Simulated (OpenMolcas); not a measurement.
C4H10Zn (diethylzinc (DEZ)): methods side by side

C4H10Zn: 15 atoms, total charge 0, spin state singlet. As SMILES, `CC[Zn]CC`. Geometry: relaxed at PBE0-D4/def2-TZVP.

Each level gives the HOMO–LUMO gap (eV). The values are calculated.

```
                              level             kind     program  value (eV)  CPU time
 SVWN5/6-31G* (spherical functions)              LDA  OpenMolcas        4.47      76 s
  BLYP/6-31G* (spherical functions)              GGA  OpenMolcas        4.45   1.7 min
revPBE/6-31G* (spherical functions)              GGA  OpenMolcas        4.66      82 s
 M06-L/6-31G* (spherical functions)         meta-GGA  OpenMolcas        5.17      98 s
  TPSS/6-31G* (spherical functions)         meta-GGA  OpenMolcas        4.88   1.9 min
r2SCAN/6-31G* (spherical functions)         meta-GGA  OpenMolcas        5.13      99 s
M06-2X/6-31G* (spherical functions)  hybrid meta-GGA  OpenMolcas        7.70   1.7 min
 B3LYP/6-31G* (Cartesian functions)    global hybrid  OpenMolcas        5.90      94 s
```

The values span 4.45 to 7.70 eV. Orbital gaps aren't excitation energies; they tend to grow with the share of exact exchange. Times are those of the runs behind each value, whatever else they computed, on shared processors of several kinds: orders of magnitude only.
